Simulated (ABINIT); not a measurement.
# Beyond one shot: SiC (F-43m), part 2 of 3

How far does self-consistency move the gap of SiC (F-43m)?

ABINIT 10.8.3; PBE and many-body steps on it, plane waves. Known limits of the many-body steps: not at the basis limit.

So far. Step 5 (evGW0, cycle 1): Against G0W0 in ABINIT (6×6×6 mesh, 29 bands, screening to 130.6 eV, Godby-Needs plasmon pole), the gap moves by +0.121 eV. This first cycle still uses the starting levels; it takes the full correction, at all points of the mesh, and its linearised value is 1.902 eV. Step 6 (evGW0, cycle 2): Against the cycle before, the gap moves by −0.018 eV.

## (7) evGW0, cycle 3

Level of this step: evGW0 on PBE, plane waves, norm-conserving pseudopotentials (ABINIT).

run.abi

```
acell 3*1.0 Angstrom
rprim 
  -0.000000000000 2.179000000000 2.179000000000
  2.179000000000 -0.000000000000 2.179000000000
  2.179000000000 2.179000000000 -0.000000000000
ntypat 2
znucl 14 6
natom 2
typat 1 2
xred 
  0.000000000000 0.000000000000 0.000000000000
  0.250000000000 0.250000000000 0.250000000000
pp_dirpath "pseudos"
pseudos "Si.upf, C.upf"
ecut 37
ngkpt 6 6 6
nshiftk 1
shiftk 0 0 0
kptopt 1
chksymbreak 0
istwfk *1
occopt 1
irdwfk 1
optdriver 4
nband 29
gwcalctyp 10
ecutsigx 37
symsigma 1
nkptgw 16
kptgw 
  0.0000000000 0.0000000000 0.0000000000
  0.1666666667 0.0000000000 0.0000000000
  0.3333333333 0.0000000000 0.0000000000
  0.5000000000 0.0000000000 0.0000000000
  0.1666666667 0.1666666667 0.0000000000
  0.3333333333 0.1666666667 0.0000000000
  0.5000000000 0.1666666667 0.0000000000
  -0.3333333333 0.1666666667 0.0000000000
  -0.1666666667 0.1666666667 0.0000000000
  0.3333333333 0.3333333333 0.0000000000
  0.5000000000 0.3333333333 0.0000000000
  -0.3333333333 0.3333333333 0.0000000000
  0.5000000000 0.5000000000 0.0000000000
  0.5000000000 0.3333333333 0.1666666667
  -0.3333333333 0.3333333333 0.1666666667
  -0.3333333333 0.5000000000 0.1666666667
bdgw 
  1 8
  1 8
  1 8
  1 8
  1 8
  1 8
  1 8
  1 8
  1 8
  1 8
  1 8
  1 8
  1 8
  1 8
  1 8
  1 8
ecuteps 4.8
irdscr 1
ppmodel 1
irdqps 1
indata_prefix "in"
outdata_prefix "out"
tmpdata_prefix "tmp"
```

Launch:

```sh
$ OMP_NUM_THREADS=1 mpirun -n 4 abinit run.abi > log
```

Log:

```text
.Version 10.8.3 of ABINIT. v10.8.2 released Aug 2026.

 Symmetries : space group F-4 3 m (#216); Bravais cF (face-center cubic)
[... echo of the input left out ...]
== DATASET  1 ==================================================================
-   mpi_nproc: 4, omp_nthreads: 1 (-1 if OMP is not activated)

--- !DatasetInfo
iteration_state: {dtset: 1, }
dimensions: {natom: 2, nkpt: 16, mband: 29, nsppol: 1, nspinor: 1, nspden: 1, mpw: 1524, }
cutoff_energies: {ecut:  37.0, pawecutdg:  -1.0, }
[...]
.  kptgw no:  3; Maximum DeltaE = (   0.015  -0.001) for band index:  8
[...]
.  kptgw no: 15; Maximum DeltaE = (   0.025  -0.000) for band index:  7
.  kptgw no: 16; Maximum DeltaE = (   0.027  -0.000) for band index:  8

== END DATASET(S) ==============================================================
================================================================================

 -outvars: echo values of variables after computation  --------
           etotal      0.0000000000E+00
            nband          29
             nkpt          16
          spgroup         216
 [... the other variables as echoed above ...]

 Calculation completed.
```

Wall time 36 s (4 MPI ranks of Arm Neoverse V1, shared host); peak memory 0.69 GiB; 2.4 min of CPU time.

Numbers from this step:

- quasiparticle gap on the mesh: 2.000 eV
- gap of the density functional on the mesh: 1.361 eV
- k of the valence top: 0, 0, 0
- k of the conduction bottom: 0.5, 0.5, 0
- least direct quasiparticle gap on the computed points: 5.648 eV

Against the cycle before, the gap moves by −0.005 eV.

## (8) Screening, 6×6×6 mesh, 29 bands, screening to 130.6 eV

This step: RPA screening on PBE, plane waves, norm-conserving pseudopotentials.

run.abi

```
acell 3*1.0 Angstrom
rprim 
  -0.000000000000 2.179000000000 2.179000000000
  2.179000000000 -0.000000000000 2.179000000000
  2.179000000000 2.179000000000 -0.000000000000
ntypat 2
znucl 14 6
natom 2
typat 1 2
xred 
  0.000000000000 0.000000000000 0.000000000000
  0.250000000000 0.250000000000 0.250000000000
pp_dirpath "pseudos"
pseudos "Si.upf, C.upf"
ecut 37
ngkpt 6 6 6
nshiftk 1
shiftk 0 0 0
kptopt 1
chksymbreak 0
istwfk *1
occopt 1
irdwfk 1
optdriver 3
nband 29
ecuteps 4.8
inclvkb 2
awtr 1
symchi 1
gwcalctyp 10
mbpt_sciss 1.171 eV
nqptdm 1
qptdm 
  0 0 0
indata_prefix "in"
outdata_prefix "out"
tmpdata_prefix "tmp"
```

Log:

```text
.Version 10.8.3 of ABINIT. v10.8.2 released Aug 2026.

 Symmetries : space group F-4 3 m (#216); Bravais cF (face-center cubic)
[... echo of the input left out ...]
== DATASET  1 ==================================================================
-   mpi_nproc: 4, omp_nthreads: 1 (-1 if OMP is not activated)

--- !DatasetInfo
iteration_state: {dtset: 1, }
dimensions: {natom: 2, nkpt: 16, mband: 29, nsppol: 1, nspinor: 1, nspden: 1, mpw: 1524, }
cutoff_energies: {ecut:  37.0, pawecutdg:  -1.0, }
electrons: {nelect:   8.00000000E+00, charge:   0.00000000E+00, occopt:   1.00000000E+00, tsmear:   1.00000000E-02, }

 SCREENING: Calculation of the susceptibility and dielectric matrices

 Based on a program developped by R.W. Godby, V. Olevano, G. Onida, and L. Reining.
 Incorporated in ABINIT by V. Olevano, G.-M. Rignanese, and M. Torrent.
.Using double precision arithmetic ; gwpc =  8

[... cell and pseudopotentials left out ...]
--------------------------------------------------------------------------------

 ==== K-mesh for the wavefunctions ====
 Number of points in the irreducible wedge :    16
[... list of points left out ...]
 Together with 24 symmetry operations and time-reversal symmetry
 yields   216 points in the full Brillouin Zone.

 ==== Q-mesh for the screening function ====
 Number of points in the irreducible wedge :    16
[... list of points left out ...]
 Together with 24 symmetry operations and time-reversal symmetry
 yields   216 points in the full Brillouin Zone.

 setmesh: FFT mesh size selected  =    24x   24x   24
          total number of points  =        13824

 vcoul_init : cutoff-mode = AUXILIARY_FUNCTION
 q-points for optical limit:   1
     1)      0.000010    0.000020    0.000030

 Dielectric matrix will be calculated only for some
 selected q points provided by the user through the input variables
 nqptdm and qptdm

- screening: taking advantage of time-reversal symmetry
- Maximum band index for partially occupied states nbvw = 4
- Remaining bands to be divided among processors   nbcw = 25
- Number of bands treated by each node ~6

 rdqps: reading QP wavefunctions of the previous step
        looking for file in_QPS
 file not found, 1st iteration initialized with KS eigenelements

 screening : performing a first self-consistency
 update of the energies in W by a scissor operator
 applying a scissor operator of [eV] :   1.171

 Number of electrons calculated from density =    8.0000; Expected =    8.0000
 average of density, n =  0.057292
 r_s =    1.6092
 omega_plasma =   23.0888 [eV]

 calculating chi0 at frequencies [eV] :
  1    0.000000E+00    0.000000E+00
  2    0.000000E+00    2.308880E+01

--------------------------------------------------------------------------------
  q-point number  1        q = ( 0.000000, 0.000000, 0.000000) [r.l.u.]
--------------------------------------------------------------------------------
[... chi0 elements left out ...]
 For q-point:  0.000010 0.000020 0.000030
  dielectric constant =   6.2752
  dielectric constant without local fields =   6.7958

  Average fulfillment of the sum rule on Im[epsilon] for q-point    1 :     63.02  [%]
[... wings left out ...]
== END DATASET(S) ==============================================================
================================================================================

 -outvars: echo values of variables after computation  --------
           etotal      0.0000000000E+00
            nband          29
             nkpt          16
          spgroup         216
 [... the other variables as echoed above ...]

 Calculation completed.
```

Elapsed: 2.4 s, on 4 MPI ranks; peak memory 0.13 GiB; 9.2 s of CPU time.

Numbers from this step:

```yaml
eps_infinity_with_local_fields_on_this_mesh_along_the_program_s_q_direction: 6.275
the_same_without_local_fields: 6.796
plasma_frequency: 23.09 eV
plane_waves_in_the_screening_matrix: 65
```

This screening uses the functional's bands under a rigid shift, the mean opening of the cycle before.

## (9) Screening, 6×6×6 mesh, 29 bands, screening to 130.6 eV

This step: RPA screening on PBE from quasiparticle energies, plane waves, norm-conserving pseudopotentials.

run.abi, as its differences from that of step 8:

```diff
@@ -29,7 +29,21 @@
 symchi 1
+irdqps 1
 gwcalctyp 10
-mbpt_sciss 1.171 eV
-nqptdm 1
+nqptdm 15
 qptdm 
-  0 0 0
+  0.1666666667 0.0000000000 0.0000000000
+  0.3333333333 0.0000000000 0.0000000000
+  0.5000000000 0.0000000000 0.0000000000
+  0.1666666667 0.1666666667 0.0000000000
+  0.3333333333 0.1666666667 0.0000000000
+  0.5000000000 0.1666666667 0.0000000000
+  -0.3333333333 0.1666666667 0.0000000000
+  -0.1666666667 0.1666666667 0.0000000000
+  0.3333333333 0.3333333333 0.0000000000
+  0.5000000000 0.3333333333 0.0000000000
+  -0.3333333333 0.3333333333 0.0000000000
+  0.5000000000 0.5000000000 0.0000000000
+  0.5000000000 0.3333333333 0.1666666667
+  -0.3333333333 0.3333333333 0.1666666667
+  -0.3333333333 0.5000000000 0.1666666667
 indata_prefix "in"
```

mrgscr.stdin

```
2
merged
q0_SCR
out_SCR
1
```

Launch:

```sh
$ OMP_NUM_THREADS=1 mpirun -n 4 abinit run.abi > log; mrgscr < mrgscr.stdin
```

Log:

```text
.Version 10.8.3 of ABINIT. v10.8.2 released Aug 2026.

 Symmetries : space group F-4 3 m (#216); Bravais cF (face-center cubic)
[... echo of the input left out ...]
== DATASET  1 ==================================================================
-   mpi_nproc: 4, omp_nthreads: 1 (-1 if OMP is not activated)

--- !DatasetInfo
iteration_state: {dtset: 1, }
dimensions: {natom: 2, nkpt: 16, mband: 29, nsppol: 1, nspinor: 1, nspden: 1, mpw: 1524, }
cutoff_energies: {ecut:  37.0, pawecutdg:  -1.0, }
[...]
q-point number  1        q = ( 0.166667, 0.000000, 0.000000) [r.l.u.]
--------------------------------------------------------------------------------
[... chi0 elements left out ...]
  Average fulfillment of the sum rule on Im[epsilon] for q-point    2 :     95.66  [%]

--------------------------------------------------------------------------------
  q-point number  2        q = ( 0.333333, 0.000000, 0.000000) [r.l.u.]
--------------------------------------------------------------------------------
[... chi0 elements left out ...]
  Average fulfillment of the sum rule on Im[epsilon] for q-point    3 :     83.97  [%]

 [... 13 further q-points ...]
```

It took 10 s on 4 MPI ranks; peak memory 0.46 GiB; 41 s of CPU time.

This step gave:

| Item | Value |
| --- | --- |
| plasma frequency | 23.09 eV |
| plane waves in the screening matrix | 65 |

This screening reads the quasiparticle levels of the cycle before.

## (10) evGW, cycle 1

This step: evGW on PBE, plane waves, norm-conserving pseudopotentials.

run.abi, as its differences from that of step 9:

```diff
@@ -23,12 +23,10 @@
 irdwfk 1
-optdriver 3
+optdriver 4
 nband 29
-ecuteps 4.8
-inclvkb 2
-awtr 1
-symchi 1
-irdqps 1
 gwcalctyp 10
-nqptdm 15
-qptdm 
+ecutsigx 37
+symsigma 1
+nkptgw 16
+kptgw 
+  0.0000000000 0.0000000000 0.0000000000
   0.1666666667 0.0000000000 0.0000000000
@@ -48,2 +46,23 @@
   -0.3333333333 0.5000000000 0.1666666667
+bdgw 
+  1 8
+  1 8
+  1 8
+  1 8
+  1 8
+  1 8
+  1 8
+  1 8
+  1 8
+  1 8
+  1 8
+  1 8
+  1 8
+  1 8
+  1 8
+  1 8
+ecuteps 4.8
+irdscr 1
+ppmodel 1
+irdqps 1
 indata_prefix "in"
```

Launch:

```sh
$ OMP_NUM_THREADS=1 mpirun -n 4 abinit run.abi > log
```

Log:

```text
.Version 10.8.3 of ABINIT. v10.8.2 released Aug 2026.

 Symmetries : space group F-4 3 m (#216); Bravais cF (face-center cubic)
[... echo of the input left out ...]
== DATASET  1 ==================================================================
-   mpi_nproc: 4, omp_nthreads: 1 (-1 if OMP is not activated)

--- !DatasetInfo
iteration_state: {dtset: 1, }
dimensions: {natom: 2, nkpt: 16, mband: 29, nsppol: 1, nspinor: 1, nspden: 1, mpw: 1524, }
cutoff_energies: {ecut:  37.0, pawecutdg:  -1.0, }
[...]
.  kptgw no:  3; Maximum DeltaE = (  -0.297  -0.002) for band index:  1
[...]
.  kptgw no: 15; Maximum DeltaE = (  -0.236   0.000) for band index:  1
.  kptgw no: 16; Maximum DeltaE = (  -0.229   0.001) for band index:  1

== END DATASET(S) ==============================================================
================================================================================

 -outvars: echo values of variables after computation  --------
           etotal      0.0000000000E+00
            nband          29
             nkpt          16
          spgroup         216
 [... the other variables as echoed above ...]

 Calculation completed.
```

It took 36 s on 4 MPI ranks; peak memory 0.69 GiB.

This step gave:

```yaml
quasiparticle_gap_on_the_mesh: 2.17 eV
gap_of_the_density_functional_on_the_mesh: 1.361 eV
k_of_the_valence_top: 0, 0, 0
k_of_the_conduction_bottom: 0.5, 0.5, 0
least_direct_quasiparticle_gap_on_the_computed_points: 5.855 eV
```

Against G0W0 in ABINIT (6×6×6 mesh, 29 bands, screening to 130.6 eV, Godby-Needs plasmon pole), the gap moves by +0.268 eV.

## (11) Screening, 6×6×6 mesh, 29 bands, screening to 130.6 eV

This step: RPA screening on PBE, plane waves, norm-conserving pseudopotentials.

run.abi

```
acell 3*1.0 Angstrom
rprim 
  -0.000000000000 2.179000000000 2.179000000000
  2.179000000000 -0.000000000000 2.179000000000
  2.179000000000 2.179000000000 -0.000000000000
ntypat 2
znucl 14 6
natom 2
typat 1 2
xred 
  0.000000000000 0.000000000000 0.000000000000
  0.250000000000 0.250000000000 0.250000000000
pp_dirpath "pseudos"
pseudos "Si.upf, C.upf"
ecut 37
ngkpt 6 6 6
nshiftk 1
shiftk 0 0 0
kptopt 1
chksymbreak 0
istwfk *1
occopt 1
irdwfk 1
optdriver 3
nband 29
ecuteps 4.8
inclvkb 2
awtr 1
symchi 1
gwcalctyp 10
mbpt_sciss 1.388 eV
nqptdm 1
qptdm 
  0 0 0
indata_prefix "in"
outdata_prefix "out"
tmpdata_prefix "tmp"
```

Log:

```text
.Version 10.8.3 of ABINIT. v10.8.2 released Aug 2026.

 Symmetries : space group F-4 3 m (#216); Bravais cF (face-center cubic)
[... echo of the input left out ...]
== DATASET  1 ==================================================================
-   mpi_nproc: 4, omp_nthreads: 1 (-1 if OMP is not activated)

--- !DatasetInfo
iteration_state: {dtset: 1, }
dimensions: {natom: 2, nkpt: 16, mband: 29, nsppol: 1, nspinor: 1, nspden: 1, mpw: 1524, }
cutoff_energies: {ecut:  37.0, pawecutdg:  -1.0, }
[...]
[... chi0 elements left out ...]
 For q-point:  0.000010 0.000020 0.000030
  dielectric constant =   6.1498
  dielectric constant without local fields =   6.6507

  Average fulfillment of the sum rule on Im[epsilon] for q-point    1 :     63.47  [%]
[... wings left out ...]
== END DATASET(S) ==============================================================
================================================================================

 -outvars: echo values of variables after computation  --------
           etotal      0.0000000000E+00
            nband          29
             nkpt          16
          spgroup         216
 [... the other variables as echoed above ...]

 Calculation completed.
```

The job ended after 2.4 s (4 MPI ranks; peak memory 0.13 GiB).

Numbers from this step:

```yaml
eps_infinity_with_local_fields_on_this_mesh_along_the_program_s_q_direction: 6.150
the_same_without_local_fields: 6.651
plasma_frequency: 23.09 eV
plane_waves_in_the_screening_matrix: 65
```

This screening uses the functional's bands under a rigid shift, the mean opening of the cycle before.

## (12) Screening, 6×6×6 mesh, 29 bands, screening to 130.6 eV

This step: RPA screening on PBE from quasiparticle energies, plane waves, norm-conserving pseudopotentials.

run.abi, as its differences from that of step 11:

```diff
@@ -29,7 +29,21 @@
 symchi 1
+irdqps 1
 gwcalctyp 10
-mbpt_sciss 1.388 eV
-nqptdm 1
+nqptdm 15
 qptdm 
-  0 0 0
+  0.1666666667 0.0000000000 0.0000000000
+  0.3333333333 0.0000000000 0.0000000000
+  0.5000000000 0.0000000000 0.0000000000
+  0.1666666667 0.1666666667 0.0000000000
+  0.3333333333 0.1666666667 0.0000000000
+  0.5000000000 0.1666666667 0.0000000000
+  -0.3333333333 0.1666666667 0.0000000000
+  -0.1666666667 0.1666666667 0.0000000000
+  0.3333333333 0.3333333333 0.0000000000
+  0.5000000000 0.3333333333 0.0000000000
+  -0.3333333333 0.3333333333 0.0000000000
+  0.5000000000 0.5000000000 0.0000000000
+  0.5000000000 0.3333333333 0.1666666667
+  -0.3333333333 0.3333333333 0.1666666667
+  -0.3333333333 0.5000000000 0.1666666667
 indata_prefix "in"
```

mrgscr.stdin is that of step 9.

Launch:

```sh
$ OMP_NUM_THREADS=1 mpirun -n 4 abinit run.abi > log; mrgscr < mrgscr.stdin
```

Log:

```text
.Version 10.8.3 of ABINIT. v10.8.2 released Aug 2026.

 Symmetries : space group F-4 3 m (#216); Bravais cF (face-center cubic)
[... echo of the input left out ...]
== DATASET  1 ==================================================================
-   mpi_nproc: 4, omp_nthreads: 1 (-1 if OMP is not activated)

--- !DatasetInfo
iteration_state: {dtset: 1, }
dimensions: {natom: 2, nkpt: 16, mband: 29, nsppol: 1, nspinor: 1, nspden: 1, mpw: 1524, }
cutoff_energies: {ecut:  37.0, pawecutdg:  -1.0, }
[...]
q-point number  1        q = ( 0.166667, 0.000000, 0.000000) [r.l.u.]
--------------------------------------------------------------------------------
[... chi0 elements left out ...]
  Average fulfillment of the sum rule on Im[epsilon] for q-point    2 :     97.41  [%]

--------------------------------------------------------------------------------
  q-point number  2        q = ( 0.333333, 0.000000, 0.000000) [r.l.u.]
--------------------------------------------------------------------------------
[... chi0 elements left out ...]
  Average fulfillment of the sum rule on Im[epsilon] for q-point    3 :     85.11  [%]

 [... 13 further q-points ...]
```

Run time: 11 s. Hardware: 4 MPI ranks; peak memory 0.46 GiB.

This step gave:

```
plasma frequency                    : 23.09 eV
plane waves in the screening matrix : 65
```

This screening reads the quasiparticle levels of the cycle before.

## (13) evGW, cycle 2

This step: evGW on PBE, plane waves, norm-conserving pseudopotentials.

run.abi, as its differences from that of step 12:

```diff
@@ -23,12 +23,10 @@
 irdwfk 1
-optdriver 3
+optdriver 4
 nband 29
-ecuteps 4.8
-inclvkb 2
-awtr 1
-symchi 1
-irdqps 1
 gwcalctyp 10
-nqptdm 15
-qptdm 
+ecutsigx 37
+symsigma 1
+nkptgw 16
+kptgw 
+  0.0000000000 0.0000000000 0.0000000000
   0.1666666667 0.0000000000 0.0000000000
@@ -48,2 +46,23 @@
   -0.3333333333 0.5000000000 0.1666666667
+bdgw 
+  1 8
+  1 8
+  1 8
+  1 8
+  1 8
+  1 8
+  1 8
+  1 8
+  1 8
+  1 8
+  1 8
+  1 8
+  1 8
+  1 8
+  1 8
+  1 8
+ecuteps 4.8
+irdscr 1
+ppmodel 1
+irdqps 1
 indata_prefix "in"
```

Launch:

```sh
$ OMP_NUM_THREADS=1 mpirun -n 4 abinit run.abi > log
```

Log:

```text
.Version 10.8.3 of ABINIT. v10.8.2 released Aug 2026.

 Symmetries : space group F-4 3 m (#216); Bravais cF (face-center cubic)
[... echo of the input left out ...]
== DATASET  1 ==================================================================
-   mpi_nproc: 4, omp_nthreads: 1 (-1 if OMP is not activated)

--- !DatasetInfo
iteration_state: {dtset: 1, }
dimensions: {natom: 2, nkpt: 16, mband: 29, nsppol: 1, nspinor: 1, nspden: 1, mpw: 1524, }
cutoff_energies: {ecut:  37.0, pawecutdg:  -1.0, }
[...]
.  kptgw no:  3; Maximum DeltaE = (  -0.021   0.000) for band index:  2
[...]
.  kptgw no: 15; Maximum DeltaE = (  -0.016   0.000) for band index:  1
.  kptgw no: 16; Maximum DeltaE = (  -0.017   0.001) for band index:  3

== END DATASET(S) ==============================================================
================================================================================

 -outvars: echo values of variables after computation  --------
           etotal      0.0000000000E+00
            nband          29
             nkpt          16
          spgroup         216
 [... the other variables as echoed above ...]

 Calculation completed.
```

The job ended after 36 s (4 MPI ranks; peak memory 0.69 GiB; 2.4 min of CPU time).

This step gave:

```
quasiparticle gap on the mesh                         : 2.188 eV
gap of the density functional on the mesh             : 1.361 eV
k of the valence top                                  : 0, 0, 0
k of the conduction bottom                            : 0.5, 0.5, 0
least direct quasiparticle gap on the computed points : 5.878 eV
```

Against the cycle before, the gap moves by +0.018 eV.

(Part 2 of 3 ends here.)

[Paths, hosts, dates, memory and timing lines, banners, echoed tables and standing remarks are left out of the program output.]

[Logs are printed without paths, hosts, clocks, repeated set-up lines and the standing remarks that a program may print on its own settings, such as how far it seeks lower states.]

[Runs of the session that timed out or met a known fault of the program may be left out.]

[Hosts, paths, dates, database ids (printed as entryN), source tags and the programs' standing remarks are cut or masked in the printed files.]

[G0W0 gaps are taken among the corrected bands and points alone; a level outside them can change the order at an edge.]

[Where Ansatz stands beside ABINIT at settings called matched, ABINIT's density can come from a denser mesh and the files from another edition; pairs whose starting gaps differed by over 0.03 eV were left out, so agreement reads better than it is.]
